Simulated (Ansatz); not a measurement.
## Sb under changes of volume

One of the cells (30.206 Å³/atom); the others are scaled copies at fixed shape and fractional positions:

```
Sb
1.0
     2.15420    1.24373    3.75800
    -2.15420    1.24373    3.75800
     0.00000   -2.48746    3.75800
Sb
2
Cartesian
  0.0000 0.0000 8.6416
  0.0000 0.0000 2.6324
```

```yaml
Program: Ansatz 0.2.0
Functional: LDA
Potentials_or_basis: Ansatz PAW
Cutoff: "420 eV (not typed: the program's choice for these potentials)"
k_mesh: 8 × 8 × 8
Occupations: fermi-dirac, width 0.05 eV
Spin: no spin polarisation
```

```tsv
volume (Å³/atom)	energy over the lowest point (meV/atom)	pressure (GPa)	largest force (eV/Å)
28.393	9.78	2.7	0.348
28.998	2.29	1.3	0.228
29.602	0.00	0.0	0.115
30.206	?	?	?
30.810	8.80	-2.2	0.086
31.414	18.97	-3.2	0.176
32.018	32.46	-4.0	0.258
```

What does the run at 30.206 Å³/atom give?

Energy over the lowest point 2.33 meV/atom; pressure -1.2 GPa; largest force 0.010 eV/Å.

Worked out: A Birch-Murnaghan fit of order 3 (a polynomial in V^(-2/3)) to the other rows has its minimum at 29.59 Å³/atom with B0 = V·E''(V) = 60 GPa and B' = 4.5 at fixed shape and positions, which overstates the stiffness. It gives 2.33 meV/atom at 30.206 Å³/atom, against the run's 2.33, and -dE/dV = -1.2 GPa, against -1.2.

Energies are extrapolated to zero smearing.

Caveats: the PAW data sets come from PBE, with cores solved anew for the run's functional, which leaves a small shift of forces and pressure.
